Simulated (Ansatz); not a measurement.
# Cs₂SnI₆: do the settings matter for the field gradients?

This input was run with Ansatz:

```yaml
crystal:
  lattice:
    - [0.0, 5.815, 5.815]
    - [5.815, 0.0, 5.815]
    - [5.815, 5.815, 0.0]
  atoms:
    - { symbol: Cs, position: [0.25, 0.25, 0.25] }
    - { symbol: Cs, position: [0.75, 0.75, 0.75] }
    - { symbol: Sn, position: [0.0, 0.0, 0.0] }
    - { symbol: I, position: [0.755, 0.245, 0.245] }
    - { symbol: I, position: [0.245, 0.755, 0.245] }
    - { symbol: I, position: [0.245, 0.755, 0.755] }
    - { symbol: I, position: [0.755, 0.245, 0.755] }
    - { symbol: I, position: [0.245, 0.245, 0.755] }
    - { symbol: I, position: [0.755, 0.755, 0.245] }
kpoints:
  mp_grid: { grid: [5, 5, 5] }
scf:
  occupations: { method: fermi_dirac, width: 0.02 }
hamiltonian:
  xc: pbe
  pseudopotentials: { kind: paw }
output:
  forces: true
  stress: true
  populations: true
  efg:
    quadrupole_moments_barn: { Cs: -0.00343, Sn: -0.132, I: -0.68822 }
    contact_densities: true
total_charge: -1
```

The quadrupole moment typed for Sn is that of the 23.9 keV Mössbauer state of ¹¹⁹Sn; the ground state has I = 1/2 and no quadrupole moment.

It converged. Of its output the block on the nuclei alone is shown, without the SCF iterations, energies, forces and stress (one atom of each set):

```
--- PAW observables at the nuclei: V_zz in 10²¹ V/m², potentials from the cell's mean, atoms counted from 1 ---
  atom   1  Cs V_zz =    +0.000000   η = 0.0000   by run symmetry: forbidden   C_q = -0.0000 MHz
            electrostatic potential = -9373.496798 V   contact ρ = 1900603.692509 e/Å³
  atom   3  Sn V_zz =    -0.000000   η = 0.0000   by run symmetry: forbidden   C_q = +0.0000 MHz
            electrostatic potential = -8168.419426 V   contact ρ = 1236420.226780 e/Å³
  atom   4  I  V_zz =   +34.127268   η = 0.0000   by run symmetry: allowed   C_q = -567.9148 MHz
            electrostatic potential = -8887.228552 V   contact ρ = 1603929.895289 e/Å³
```

Task: Can these gradients be trusted, and how do they compare with a run on standard settings?

Result: Only as results of these settings. Against the standard input the change is `total_charge`: not typed → -1. A site carries the number of its first atom; V_zz in 10²¹ V/m².

```tsv
site	V_zz standard	η standard	V_zz here	η here
I	56.6	0.00	34.1	0.00
```

The largest change of V_zz is on I, from 56.6 to 34.1. In per cent, |V_zz| changes by -40 on I (all sites that start above 2). Sites without a gradient aren't listed. The changed cell holds a charge of -1 on a uniform background, so it isn't the neutral crystal. It has an odd number of electrons and no spin polarisation, so the extra carrier is shared by both spins and spread out, where a real one carries spin and can localise. At these positions the changed run has forces up to 1.0 eV/Å, so its atoms aren't at their own equilibrium. The gap no longer holds the Fermi energy in the changed run, so its gradients also hang on the k-mesh and the smearing. SCF iterations: 7 and 9.

On the reference run: The largest force is 0.3 eV/Å, so the atoms aren't at the calculated equilibrium and relaxing them would move these values. Without spin–orbit coupling the gradients at and beside I can be off by some per cent, at some sites by more. With a gap of 0.2 eV on this mesh, the gradients can still move by some per cent as the k-mesh gets denser.
